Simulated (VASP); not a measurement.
InP: relaxation of cell and atoms with PBEsol

The system is InP.

```
In P
1.0
     0.00000    2.93909    2.93909
     2.93909    0.00000    2.93909
     2.93909    2.93909    0.00000
In P
1 1
Direct
  0.00000 0.00000 0.00000
  0.25000 0.25000 0.25000
```

The cell was built by a generator and needn't be a form met in nature.

* Program: VASP 6.6.1
* Task: relaxation of cell and atoms
* Functional: PBEsol
* Potentials or basis: VASP PAW PBE potentials, release 64 (In_d, P)
* Cutoff: 600 eV
* k mesh: 10 × 10 × 10
* Occupations: gaussian, width 0.02 eV
* Spin: no spin polarisation
* Dipole correction: no
* Further INCAR settings: ALGO = Fast; EDIFF = 1e-06; IBRION = 2; EDIFFG = -0.005; NSW = 100; ISIF = 3

```
Relaxed volume                         : 25.40 Å³/atom
Relaxed cell                           : a = 4.157 Å, b = 4.157 Å, c = 4.157 Å, α = 60.00°, β = 60.00°, γ = 60.00°
Space group after relaxing (to 0.05 Å) : F-43m (No. 216)
Energy gained by relaxing              : 0.0 meV/atom
Ionic steps                            : 3
Pressure after relaxing                : 0.0 GPa
Band gap on the k mesh                 : 0.57 eV, direct
```

Final structure:
```yaml
crystal:
  lattice:
    - [0.00000, 2.93959, 2.93959]
    - [2.93959, 0.00000, 2.93959]
    - [2.93959, 2.93959, 0.00000]
  atoms:
    - { symbol: In, position: [0.00000, 0.00000, 0.00000] }
    - { symbol: P, position: [0.25000, 0.25000, 0.25000] }
```

Levels at points of the mesh, in eV from the valence-band top:
```csv
k point,band 7,band 8,band 9,band 10,band 11,band 12
"(0.00, 0.00, 0.00)",0.00,0.00,0.00,0.57,4.02,4.02
"(0.50, 0.00, 0.00)",-5.75,-0.97,-0.97,1.38,4.74,4.74
"(0.50, 0.50, 0.00)",-5.78,-2.32,-2.32,1.65,2.17,9.04
```

Wall time 46 s on 1 thread of Intel(R) Xeon(R) Platinum 8559C (Emerald Rapids) (shared host), peak memory 0.23 GiB.

Caveat: the PAW data sets were made with another functional, which shifts forces and pressure a little; spin-orbit coupling is left out, which moves the levels of the heavy elements.
